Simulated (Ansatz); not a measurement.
# C: the cost of one run

Method: DFT PBEsol, scalar-relativistic, plane waves, PAW, in Ansatz 0.2.0.

19 further runs of the same task are left out: 19 set aside as unsound or not needed.

## Step 1: The structure to begin with

It takes space group Fmmm (No. 69, orthorhombic). Conventional cell: a = 2.459 Å, b = 4.258 Å, c = 7.378 Å, α = 90.00°, β = 90.00°, γ = 90.00°. C (site symmetry m2m) is surrounded by 3 C at 1.42 Å.

As a file:

```xyz
4
Lattice="1.2295 -2.1291 0.0000 1.2295 2.1291 0.0000 0.0000 0.0000 7.3778" Properties=species:S:1:pos:R:3 pbc="T T T"
C     1.2295    1.7743    5.5322
C     1.2295   -0.3548    1.8456
C     1.2295   -1.7743    1.8456
C     1.2295    0.3548    5.5322
```

It goes back to an entry of the Materials Project, which need not be the stable form.

This cell was relaxed beforehand with the same method: volume 9.66 Å³/atom, gap on the mesh none (metal).

## Step 2: Setting up the map

The energy is mapped over two homogeneous strains (x along [1 0 0], y along [0 1 0], z along [0 0 1] of the conventional cell).

The axes are (1) normal strain along x: 7 values from −7.00 %; (2) normal strain along y: 7 values from −7.00 %.

Nothing else is relaxed (fractional coordinates fixed). Energies count from the relaxed crystal. Points are written as (first, second).

## Step 3: The run at (7.00 %, 7.00 %)

The input, input.yaml:

```yaml
crystal:
  lattice:
    - [1.315537842, -2.2781208991, 0.0]
    - [1.315537842, 2.2781208991, 0.0]
    - [0.0, 0.0, 7.3778182888]
  atoms:
    - { symbol: C, position: [0.0833216498, 0.9166783502, 0.7498439858] }
    - { symbol: C, position: [0.5833216498, 0.4166783502, 0.2501560142] }
    - { symbol: C, position: [0.9166783502, 0.0833216498, 0.2501560142] }
    - { symbol: C, position: [0.4166783502, 0.5833216498, 0.7498439858] }
basis:
  ecutwfc: 520.0
kpoints:
  mp_grid: { grid: [18, 18, 6] }
hamiltonian:
  xc: pbesol
  pseudopotentials: { kind: paw, azcp: { folder: soft_1 } }
scf:
  occupations: { method: gaussian, width: 0.15 }
output:
  forces: true
  stress: true
  eigenvalues: true
  write_density: true
  write_potential: true
  elf: true
  volumetric_format: npy
```

Launch:

```sh
> ansatz run input.yaml --threads 2 --pin off --max-ram 4096MiB --backend cpu --events-out ev --progress --plain --runs-dir out
```

What time and memory should one allow on 2 threads of Arm Neoverse N1, shared host?

About 18 s, with a peak of 0.48 GiB.
